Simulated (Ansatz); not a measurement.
# ZrSe2: how the settings move a relaxation

How sensitive is a relaxation of ZrSe2 to its settings? A reference run comes first, then one run with altered input.

The COD entry's cell or inner coordinates are ideal or old and differ from later refinements, so a difference from it is no clean test against experiment.

Method: reference: DFT, r2SCAN, PAW with Ansatz's default frozen-core files, scalar-relativistic; relaxation of cell and atoms, in Ansatz 0.2.0.

1 further run of the same task is left out (set aside as unsound or not needed).

### 1 The structure to begin with

Symmetry: P-3m1, No. 164, trigonal system. The conventional cell has a = 3.798 Å, b = 3.798 Å, c = 6.192 Å, α = 90.00°, β = 90.00°, γ = 120.00°. Zr (site symmetry -3m) is surrounded by 6 Se at 2.68 Å. Se (site symmetry 3m) has 3 Zr at 2.68 Å as nearest neighbours.

As a file:

```
CELL_PARAMETERS angstrom
3.79800 0.00000 0.00000
-1.89900 3.28916 0.00000
0.00000 0.00000 6.19200
ATOMIC_POSITIONS crystal
Zr 0.00000 0.00000 0.00000
Se 0.33333 0.66667 0.25000
Se 0.66667 0.33333 0.75000
```

### 2 The reference run

Input file input.yaml:

```yaml
crystal:
  lattice:
    - [3.79800000001, 0.0, 0.0]
    - [-1.89900000001, 3.28916448358, 0.0]
    - [0.0, 0.0, 6.192]
  atoms:
    - { symbol: Zr, position: [0.0, 0.0, 0.0] }
    - { symbol: Se, position: [0.333333333333, 0.666666666667, 0.25] }
    - { symbol: Se, position: [0.666666666667, 0.333333333333, 0.75] }
kpoints:
  mp_grid: { grid: [12, 12, 6] }
scf:
  occupations: { method: fermi_dirac, width: 0.1 }
hamiltonian:
  xc: r2scan
  pseudopotentials: { kind: paw }
relax:
  f_tol: 0.002
  max_steps: 80
  cell: {}
output:
  forces: true
  stress: true
```

Started as:

```sh
$ ansatz run input.yaml --threads 2 --pin off --max-ram 5120MiB --backend cpu --events-out ev --progress --plain --runs-dir out
```

### 3 Variant: mp_grid.grid [8, 8, 4], occupations.method cold, occupations.width 0.3, preconditioner local_kerker

Edit input.yaml of step 2 so:

```diff
@@ -10,5 +10,6 @@
 kpoints:
-  mp_grid: { grid: [12, 12, 6] }
+  mp_grid: { grid: [8, 8, 4] }
 scf:
-  occupations: { method: fermi_dirac, width: 0.1 }
+  occupations: { method: cold, width: 0.3 }
+  mixing: { preconditioner: local_kerker }
 hamiltonian:
```

**Question.** What will these runs give? Wanted: for each run, ending; energy change; pressure; gap; force.

The runs gave:

| run | ending | energy change | pressure (GPa) | gap (eV) | force (eV/Å) | cycles | time |
| --- | --- | --- | --- | --- | --- | --- | --- |
| reference | converged | 0 | 0.0 | 0.76 | 0.00 | 46 | 73 s |
| 1: mp_grid.grid [8, 8, 4], occupations.method cold, occupations.width 0.3, preconditioner local_kerker | converged | +0.6 meV/atom (σ→0) | 0.0 | 0.77 | 0.00 | 89 | 50 s |

Changing the k-point mesh, smearing and mixing moves the energy by +0.6 meV/atom (σ→0 values). More than one kind of setting changed, and this run alone doesn't tell their shares apart. Cost: 89 SCF cycles against 46, 50 s against 73 s.
